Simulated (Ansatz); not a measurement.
Ge3N4 — ⁷³Ge NMR of the central transition

Cell: a computed structure from the Materials Project (it need not be an observed phase), its atoms then relaxed with PBE in this cell.

```
CELL_PARAMETERS angstrom
8.05093 0.00000 0.00000
-4.02547 6.97231 0.00000
0.00000 0.00000 3.08352
ATOMIC_POSITIONS crystal
Ge 0.83145 0.23790 0.75000
Ge 0.59354 0.83145 0.25000
Ge 0.23790 0.40646 0.25000
Ge 0.76210 0.59354 0.75000
Ge 0.40646 0.16855 0.75000
Ge 0.16855 0.76210 0.25000
N 0.66667 0.33333 0.75000
N 0.33333 0.66667 0.25000
N 0.67018 0.97507 0.75000
N 0.69512 0.67018 0.25000
N 0.97507 0.30488 0.25000
N 0.02493 0.69512 0.75000
N 0.32982 0.02493 0.25000
N 0.30488 0.32982 0.75000
```

Atoms are numbered from 1 in the order listed; like atoms form one site, named after its first atom.

The numbers come from a DFT calculation in Ansatz (r2SCAN, plane waves and PAW (field gradients read without the response of the frozen cores, which leaves them typically 4 to 6 % off), scalar-relativistic, 500 eV cutoff, Γ-centred 4×4×9 k-points, Fermi–Dirac smearing 0.02 eV).

⁷³Ge has I = 9/2 and Q = -196.0 mb (Pyykkö 2018); at 16.4 T its Larmor frequency is ν₀ = 24.4 MHz. Only the quadrupole interaction is simulated: positions count from each site's isotropic chemical shift, and shift anisotropy, dipolar and J coupling are left out.

Simulated pattern of one Ge site (static powder, Gaussian broadening 2 kHz):

offset (kHz), height and a bar:
```
   -41.38          0 
   -39.29          4 #
   -37.20         33 ##########
   -35.12         47 ##############
   -33.03         49 ###############
   -30.94         52 ################
   -28.86         55 #################
   -26.77         60 ##################
   -24.69         65 ####################
   -22.60         75 ######################
   -20.51         95 ############################
   -18.43         94 ############################
   -16.34         75 #######################
   -14.25         67 ####################
   -12.17         63 ###################
   -10.08         60 ##################
    -8.00         58 ##################
    -5.91         57 #################
    -3.82         57 #################
    -1.74         57 #################
     0.35         53 ################
     2.44         46 ##############
     4.52         49 ###############
     6.61         53 ################
     8.69         61 ##################
    10.78         80 ########################
    12.87        100 ##############################
    14.95         64 ###################
    17.04         49 ###############
    19.12         32 ##########
    21.21          3 #
    23.30          0
```

(1) Which |C_Q| and η does the pattern imply?

Answers

(1) The pattern spans 57.6 kHz before broadening and its centre of gravity is at -8.89 kHz, which fixes P_Q; the places of the horns and steps fix η. That gives P_Q = 12.5 MHz, |C_Q| = 12.3 MHz and η = 0.32. The sign of C_Q can't be read from the pattern.
